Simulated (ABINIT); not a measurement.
# Mo (Im-3m) in ABINIT: notebook, part 2 of 2

ABINIT 10.8.3 (patched build). Earlier steps stand in the parts before.

**4. Equation of state, PBE**

run.abi

```
# Datasets: one volume each
ndtset 7
getwfk -1
scalecart1 3*0.9795861087
scalecart2 3*0.9864848297
scalecart3 3*0.9932883884
scalecart4 3*1.0000000000
scalecart5 3*1.0066227096
scalecart6 3*1.0131594038
scalecart7 3*1.0196128224

# Pseudopotentials
pp_dirpath "./"
pseudos "Mo.upf"

# Structure
acell 3*1.0
rprim
    -2.9929651906     2.9929651906     2.9929651906
     2.9929651906    -2.9929651906     2.9929651906
     2.9929651906     2.9929651906    -2.9929651906
ntypat 1
znucl 42
natom 1
typat 1
xred
     0.0000000000     0.0000000000     0.0000000000

# Plane-wave basis
ecut 40.0

# k points
kptopt 1
ngkpt 12 12 12
nshiftk 1
shiftk 0.0 0.0 0.0

# Exchange and correlation
ixc 11

# Bands and occupations
nband 11
occopt 3
tsmear 0.05 eV

# SCF cycle
nstep 100
tolvrs 1.0e-10

# Output
iomode 3
prtwf 1
prtden 0
prteig 0
prtebands 0
enunit 2
```

Potentials or basis: Ansatz NC PBE.

On the command line:

```bash
abinit run.abi > log 2>&1
```

run.abo:

```text
[... set-up lines left out ...]
 ETOT  1  -70.219686001974    -7.022E+01 1.520E-01 8.992E+01
 ETOT  2  -70.254343540648    -3.466E-02 5.290E-02 1.794E+01
 ETOT  3  -70.258245351350    -3.902E-03 7.474E-03 1.963E-03
 ETOT  4  -70.258247787160    -2.436E-06 1.352E-03 7.559E-05
 ETOT  5  -70.258247802445    -1.529E-08 8.530E-04 9.575E-08
 ETOT  6  -70.258247802460    -1.519E-11 5.993E-04 5.277E-10
 ETOT  7  -70.258247802460    -1.421E-14 4.859E-04 1.051E-11

 At SCF step    7       vres2   =  1.05E-11 < tolvrs=  1.00E-10 =>converged.

 Cartesian components of stress tensor (hartree/bohr^3)
  sigma(1 1)= -5.48034536E-04  sigma(3 2)=  0.00000000E+00
  sigma(2 2)= -5.48034536E-04  sigma(3 1)=  0.00000000E+00
  sigma(3 3)= -5.48034536E-04  sigma(2 1)=  0.00000000E+00

--- !ResultsGS
iteration_state: {dtset: 1, }
comment   : Summary of ground state results
lattice_vectors:
- [ -2.9318671,   2.9318671,   2.9318671, ]
- [  2.9318671,  -2.9318671,   2.9318671, ]
- [  2.9318671,   2.9318671,  -2.9318671, ]
lattice_lengths: [   5.07814,    5.07814,    5.07814, ]
lattice_angles: [109.471, 109.471, 109.471, ] # degrees, (23, 13, 12)
lattice_volume:   1.0080750E+02
convergence: {deltae: -1.421E-14, res2:  1.051E-11, residm:  4.859E-04, diffor: null, }
etotal    :  -7.02582478E+01
entropy   :   0.00000000E+00
fermie    :   6.67450585E-01
cartesian_stress_tensor: # hartree/bohr^3
- [ -5.48034536E-04,   0.00000000E+00,   0.00000000E+00, ]
- [  0.00000000E+00,  -5.48034536E-04,   0.00000000E+00, ]
- [  0.00000000E+00,   0.00000000E+00,  -5.48034536E-04, ]
pressure_GPa:   1.6124E+01
xred      :
- [  0.0000E+00,   0.0000E+00,   0.0000E+00, Mo]
cartesian_forces: # hartree/bohr
- [ -0.00000000E+00,  -0.00000000E+00,  -0.00000000E+00, ]
force_length_stats: {min:   0.00000000E+00, max:   0.00000000E+00, mean:   0.00000000E+00, }
...

 Integrated electronic density in atomic spheres:
 ------------------------------------------------
 Atom  Sphere_radius  Integrated_density
    1        2.00000         10.52865661
================================================================================

 ----iterations are completed or convergence reached----

 Mean square residual over all n,k,spin=   18.520E-07; max=  48.592E-05
 reduced coordinates (array xred) for    1 atoms
       0.000000000000      0.000000000000      0.000000000000
 rms dE/dt=  0.0000E+00; max dE/dt=  0.0000E+00; dE/dt below (all hartree)
    1       0.000000000000      0.000000000000      0.000000000000

 cartesian coordinates (angstrom) at end:
    1      0.00000000000000     0.00000000000000     0.00000000000000

 cartesian forces (hartree/bohr) at end:
    1     -0.00000000000000    -0.00000000000000    -0.00000000000000
 frms,max,avg= 0.0000000E+00 0.0000000E+00   0.000E+00  0.000E+00  0.000E+00 h/b

 cartesian forces (eV/Angstrom) at end:
    1     -0.00000000000000    -0.00000000000000    -0.00000000000000
 frms,max,avg= 0.0000000E+00 0.0000000E+00   0.000E+00  0.000E+00  0.000E+00 e/A
 length scales=  1.000000000000  1.000000000000  1.000000000000 bohr
              =  0.529177210544  0.529177210544  0.529177210544 angstroms
 Fermi (or HOMO) energy (hartree) =   0.66745   Average Vxc (hartree)=  -0.50837
 Eigenvalues (hartree) for nkpt=  72  k points:
 kpt#   1, nband= 11, wtk=  0.00058, kpt=  0.0000  0.0000  0.0000 (reduced coord)
  -1.58262   -0.59587   -0.59587   -0.59587    0.39875    0.61611    0.61611    0.61611
   0.73339    0.73339    1.21150
      occupation numbers for kpt#   1
   2.00000    2.00000    2.00000    2.00000    2.00000    2.00000    2.00000    2.00000
   0.00000    0.00000    0.00000
 prteigrs : prtvol=0 or 1, do not print more k-points.
[... 880 lines left out ...]
 cartesian forces (eV/Angstrom) at end:
    1     -0.00000000000000    -0.00000000000000    -0.00000000000000
 frms,max,avg= 0.0000000E+00 0.0000000E+00   0.000E+00  0.000E+00  0.000E+00 e/A
 length scales=  1.000000000000  1.000000000000  1.000000000000 bohr
              =  0.529177210544  0.529177210544  0.529177210544 angstroms
 Fermi (or HOMO) energy (hartree) =   0.57808   Average Vxc (hartree)=  -0.48279
 Eigenvalues (hartree) for nkpt=  72  k points:
 kpt#   1, nband= 11, wtk=  0.00058, kpt=  0.0000  0.0000  0.0000 (reduced coord)
  -1.67224   -0.69524   -0.69524   -0.69524    0.32320    0.53421    0.53421    0.53421
   0.63529    0.63529    1.11493
      occupation numbers for kpt#   1
   2.00000    2.00000    2.00000    2.00000    2.00000    2.00000    2.00000    2.00000
   0.00000    0.00000    0.00000
 prteigrs : prtvol=0 or 1, do not print more k-points.

 Fermi (or HOMO) energy (eV) =  15.73025   Average Vxc (eV)= -13.13728
 Eigenvalues (   eV  ) for nkpt=  72  k points:
 kpt#   1, nband= 11, wtk=  0.00058, kpt=  0.0000  0.0000  0.0000 (reduced coord)
 -45.50397  -18.91858  -18.91858  -18.91858    8.79465   14.53655   14.53655   14.53655
  17.28703   17.28703   30.33874
 prteigrs : prtvol=0 or 1, do not print more k-points.

--- !EnergyTerms
iteration_state     : {dtset: 7, }
comment             : Components of total free energy in Hartree
kinetic             :  2.21209565493778E+01
hartree             :  9.43699689346327E+00
xc                  : -1.02684577549274E+01
Ewald energy        : -5.84344608529641E+01
psp_core            :  1.96537441306942E+00
local_psp           : -4.36789848293583E+01
non_local_psp       :  8.60086039056817E+00
internal            : -7.02577151907711E+01
'-kT*entropy'       : -1.01649637441421E-04
total_energy        : -7.02578168404085E+01
total_energy_eV     : -1.91181259084374E+03
band_energy         : -4.72330056439321E+00
...

 Cartesian components of stress tensor (hartree/bohr^3)
  sigma(1 1)=  5.05633613E-04  sigma(3 2)=  0.00000000E+00
  sigma(2 2)=  5.05633613E-04  sigma(3 1)=  0.00000000E+00
  sigma(3 3)=  5.05633613E-04  sigma(2 1)=  0.00000000E+00

-Cartesian components of stress tensor (GPa)         [Pressure= -1.4876E+01 GPa]
- sigma(1 1)=  1.48762545E+01  sigma(3 2)=  0.00000000E+00
- sigma(2 2)=  1.48762545E+01  sigma(3 1)=  0.00000000E+00
- sigma(3 3)=  1.48762545E+01  sigma(2 1)=  0.00000000E+00

== END DATASET(S) ==============================================================
================================================================================

 -outvars: echo values of variables after computation  --------
            acell      1.0000000000E+00  1.0000000000E+00  1.0000000000E+00 Bohr
           etotal1    -7.0258247802E+01
           etotal2    -7.0259179972E+01
           etotal3    -7.0259652994E+01
           etotal4    -7.0259713501E+01
           etotal5    -7.0259403146E+01
           etotal6    -7.0258759638E+01
           etotal7    -7.0257816840E+01
            fcart1    -0.0000000000E+00 -0.0000000000E+00 -0.0000000000E+00
            fcart2    -0.0000000000E+00 -0.0000000000E+00 -0.0000000000E+00
            fcart3    -0.0000000000E+00 -0.0000000000E+00 -0.0000000000E+00
            fcart4    -0.0000000000E+00 -0.0000000000E+00 -0.0000000000E+00
            fcart5    -0.0000000000E+00 -0.0000000000E+00 -0.0000000000E+00
            fcart6    -0.0000000000E+00 -0.0000000000E+00 -0.0000000000E+00
            fcart7    -0.0000000000E+00 -0.0000000000E+00 -0.0000000000E+00
            rprim1    -2.9318671245E+00  2.9318671245E+00  2.9318671245E+00
                       2.9318671245E+00 -2.9318671245E+00  2.9318671245E+00
                       2.9318671245E+00  2.9318671245E+00 -2.9318671245E+00
            rprim2    -2.9525147563E+00  2.9525147563E+00  2.9525147563E+00
                       2.9525147563E+00 -2.9525147563E+00  2.9525147563E+00
                       2.9525147563E+00  2.9525147563E+00 -2.9525147563E+00
            rprim3    -2.9728775707E+00  2.9728775707E+00  2.9728775707E+00
                       2.9728775707E+00 -2.9728775707E+00  2.9728775707E+00
                       2.9728775707E+00  2.9728775707E+00 -2.9728775707E+00
            rprim4    -2.9929651906E+00  2.9929651906E+00  2.9929651906E+00
                       2.9929651906E+00 -2.9929651906E+00  2.9929651906E+00
                       2.9929651906E+00  2.9929651906E+00 -2.9929651906E+00
            rprim5    -3.0127867299E+00  3.0127867299E+00  3.0127867299E+00
                       3.0127867299E+00 -3.0127867299E+00  3.0127867299E+00
                       3.0127867299E+00  3.0127867299E+00 -3.0127867299E+00
            rprim6    -3.0323508281E+00  3.0323508281E+00  3.0323508281E+00
                       3.0323508281E+00 -3.0323508281E+00  3.0323508281E+00
                       3.0323508281E+00  3.0323508281E+00 -3.0323508281E+00
            rprim7    -3.0516656853E+00  3.0516656853E+00  3.0516656853E+00
                       3.0516656853E+00 -3.0516656853E+00  3.0516656853E+00
                       3.0516656853E+00  3.0516656853E+00 -3.0516656853E+00
           strten1    -5.4803453609E-04 -5.4803453609E-04 -5.4803453609E-04
                       0.0000000000E+00  0.0000000000E+00  0.0000000000E+00
           strten2    -3.2241578261E-04 -3.2241578261E-04 -3.2241578261E-04
                       0.0000000000E+00  0.0000000000E+00  0.0000000000E+00
           strten3    -1.1965003236E-04 -1.1965003236E-04 -1.1965003236E-04
                       0.0000000000E+00  0.0000000000E+00  0.0000000000E+00
           strten4     6.2579173485E-05  6.2579173485E-05  6.2579173485E-05
                       0.0000000000E+00  0.0000000000E+00  0.0000000000E+00
           strten5     2.2637366581E-04  2.2637366581E-04  2.2637366581E-04
                       0.0000000000E+00  0.0000000000E+00  0.0000000000E+00
           strten6     3.7352040063E-04  3.7352040063E-04  3.7352040063E-04
                       0.0000000000E+00  0.0000000000E+00  0.0000000000E+00
           strten7     5.0563361323E-04  5.0563361323E-04  5.0563361323E-04
                       0.0000000000E+00  0.0000000000E+00  0.0000000000E+00
 Calculation completed.
```

It took 2.3 min on 1 thread of Arm Neoverse V1, shared host; peak memory 0.11 GiB.

Results:

```yaml
Equilibrium_volume: 15.78 Å³/atom
Bulk_modulus: 262 GPa
Pressure_derivative_of_the_bulk_modulus: 4.3
```

Energy against volume, from the lowest point:
```
volume (Å³/atom)  energy (meV/atom)
          14.938              39.88
          15.256              14.52
          15.574               1.65
          15.892               0.00
          16.209               8.45
          16.527              25.96
          16.845              51.61
```

Caveat: pressures at fixed basis lie under the slope of the energies.

**5. Equation of state, PBE**

run.abi: that of step 4 with these lines changed.

```diff
@@ -13,3 +13,3 @@
 pp_dirpath "./"
-pseudos "Mo.upf"
+pseudos "42_Mo_14_2.0_2.6_pbe_n_v1.0.psp8"
 
@@ -29,3 +29,3 @@
 # Plane-wave basis
-ecut 40.0
+ecut 22.0
```

Potentials or basis: SPMS NC PBE v1.0.

On the command line:

```bash
abinit run.abi > log 2>&1
```

Run time: 55 s. Hardware: 1 thread of Arm Neoverse V1, shared host; peak memory 0.09 GiB.

Results (log left out):

- Equilibrium volume: 15.80 Å³/atom
- Bulk modulus: 262 GPa
- Pressure derivative of the bulk modulus: 4.3

Energy against volume, from the lowest point:
| volume (Å³/atom) | energy (meV/atom) |
| --- | --- |
| 14.938 | 41.72 |
| 15.256 | 15.69 |
| 15.574 | 2.22 |
| 15.892 | 0.00 |
| 16.209 | 7.98 |
| 16.527 | 25.05 |
| 16.845 | 50.29 |

Caveat: pressures at fixed basis lie under the slope of the energies.

**6. Equation of state, PBE**

run.abi: that of step 5 with these lines changed.

```diff
@@ -13,3 +13,3 @@
 pp_dirpath "./"
-pseudos "42_Mo_14_2.0_2.6_pbe_n_v1.0.psp8"
+pseudos "Mo.GGA_PBE-JTH.xml"
 
@@ -29,3 +29,5 @@
 # Plane-wave basis
-ecut 22.0
+ecut 15.0
+pawecutdg 30.0
+pawxcdev 0
 
@@ -47,3 +49,3 @@
 nstep 100
-tolvrs 1.0e-10
+tolvrs 1.0e-9
```

Potentials or basis: JTH PAW PBE v2.0.

On the command line:

```bash
abinit run.abi > log 2>&1
```

run.abo:

```text
.Version 10.8.3 of ABINIT
 DATASET    1 : space group Im -3 m (#229); Bravais cI (body-center cubic)
================================================================================
 Values of the parameters that define the memory need for DATASET  1.
     intxc =       0    ionmov =       0      iscf =      17    lmnmax =      18
     lnmax =       6     mgfft =      18  mpssoang =       3    mqgrid =    3001
     natom =       1  nloc_mem =       2    nspden =       1   nspinor =       1
    nsppol =       1      nsym =      48    n1xccc =       1    ntypat =       1
    occopt =       3   xclevel =       2
       mpw =         291          nfft =        5832          nkpt =          72
 PAW method is used; the additional fine FFT grid is defined by:
   mgfftf=        27    nfftf =     19683
================================================================================
================================================================================
[... 71 lines left out ...]
 DATASET    7 : space group Im -3 m (#229); Bravais cI (body-center cubic)
[... 1412 lines left out ...]
            fcart6    -0.0000000000E+00 -0.0000000000E+00 -0.0000000000E+00
            fcart7    -0.0000000000E+00 -0.0000000000E+00 -0.0000000000E+00
            rprim1    -2.9318671245E+00  2.9318671245E+00  2.9318671245E+00
                       2.9318671245E+00 -2.9318671245E+00  2.9318671245E+00
                       2.9318671245E+00  2.9318671245E+00 -2.9318671245E+00
[... 17 lines left out ...]
                       3.0516656853E+00  3.0516656853E+00 -3.0516656853E+00
           strten1    -5.5957281291E-04 -5.5957281291E-04 -5.5957281291E-04
                       0.0000000000E+00  0.0000000000E+00  0.0000000000E+00
           strten2    -3.3217414255E-04 -3.3217414255E-04 -3.3217414255E-04
                       0.0000000000E+00  0.0000000000E+00  0.0000000000E+00
           strten3    -1.2757227247E-04 -1.2757227247E-04 -1.2757227247E-04
                       0.0000000000E+00  0.0000000000E+00  0.0000000000E+00
           strten4     5.6684112850E-05  5.6684112850E-05  5.6684112850E-05
                       0.0000000000E+00  0.0000000000E+00  0.0000000000E+00
           strten5     2.2187318083E-04  2.2187318083E-04  2.2187318083E-04
                       0.0000000000E+00  0.0000000000E+00  0.0000000000E+00
           strten6     3.6993117201E-04  3.6993117201E-04  3.6993117201E-04
                       0.0000000000E+00  0.0000000000E+00  0.0000000000E+00
           strten7     5.0047021465E-04  5.0047021465E-04  5.0047021465E-04
                       0.0000000000E+00  0.0000000000E+00  0.0000000000E+00
 Calculation completed.
```

Run time: 37 s. Hardware: 1 thread of Arm Neoverse V1, shared host; peak memory 0.12 GiB.

What came out:

| Item | Value |
| --- | --- |
| Equilibrium volume | 15.79 Å³/atom |
| Bulk modulus | 263 GPa |
| Pressure derivative of the bulk modulus | 4.6 |

Energy against volume, from the lowest point:
```tsv
volume (Å³/atom)	energy (meV/atom)
14.938	41.45
15.256	15.45
15.574	2.05
15.892	0.00
16.209	8.14
16.527	25.40
16.845	50.61
```

Caveat: pressures at fixed basis lie under the slope of the energies.

**7. Summary**

| potentials or basis | cutoff (eV) | fine-grid cutoff | V0 of scaled cells (Å³/atom) | B0 (GPa) |
| --- | --- | --- | --- | --- |
| PseudoDojo NC SR PBE v0.5 stringent | 1088 | - | 15.79 | 262 |
| SG15 NC PBE v1.2 | 490 | - | 15.77 | 263 |
| Ansatz NC PBE | 1088 | - | 15.78 | 262 |
| SPMS NC PBE v1.0 | 599 | - | 15.80 | 262 |
| JTH PAW PBE v2.0 | 408 | 816.342 eV | 15.79 | 263 |

Alike in all rows: task equation of state; level PBE; no spin polarisation; cell as given; k mesh 12 × 12 × 12; smearing fermi-dirac 0.05 eV.

Caveats: pressures at fixed basis lie under the slope of the energies.

Total energies depend on the potentials used, so only differences within one code and one set of settings carry meaning.
